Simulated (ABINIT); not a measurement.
Here is an ABINIT 10.8.3 (patched build) calculation.

Contents of run.abi:

```
# Pseudopotentials
pp_dirpath "./"
pseudos "Zn.GGA_PBE-JTH.xml, S.GGA_PBE-JTH.xml"

# Structure
acell 7.2210310021 7.2210310021 7.2210310021
rprim
     0.0000000000     0.7071067812     0.7071067812
     0.7071067812     0.0000000000     0.7071067812
     0.7071067812     0.7071067812     0.0000000000
ntypat 2
znucl 30 16
natom 2
typat 1 2
xred
     0.7500000000     0.7500000000     0.7500000000
     0.0000000000     0.0000000000     0.0000000000

# Plane-wave basis
ecut 24.0
pawecutdg 46.0

# k points
kptopt 1
ngkpt 7 7 7
nshiftk 1
shiftk 0.0 0.0 0.0

# Exchange and correlation
ixc -497498
usekden 1
pawxcdev 0

# Bands and occupations
nband 13
occopt 3
tsmear 0.00183747

# SCF cycle
nstep 100
tolvrs 1.0e-8

# Output
iomode 3
prtwf 0
prtden 0
prteig 0
prtebands 0
enunit 1
```

Potentials or basis: JTH PAW PBE v2.0.

The run is started by

```sh
$ abinit run.abi > log 2>&1
```

Question: What does it give for the pressure?

Answer: -0.6 GPa.

Question: Predict the band gap on the k mesh.

Answer: 2.64 eV, direct.

Caveat: the PAW data sets were made with another functional, which shifts forces and pressure a little.

**The experiment to reproduce.**

“Electronic, vibrational, and thermodynamic properties of ZnS (zincblende and rocksalt structure)”, 2009, arxiv:0911.5022 quotes, for a bulk crystal of ZnS at 19 K: band gap 3.85 eV (direct).

Against the measured gap of ZnS, 3.85 eV (direct; 19 K; quoted in “Electronic, vibrational, and thermodynamic properties of ZnS (zincblende and rocksalt structure)”, 2009, arxiv:0911.5022), the calculated 2.64 eV is off by -1.21 eV. The value is that of r2SCAN, without temperature or zero-point motion.
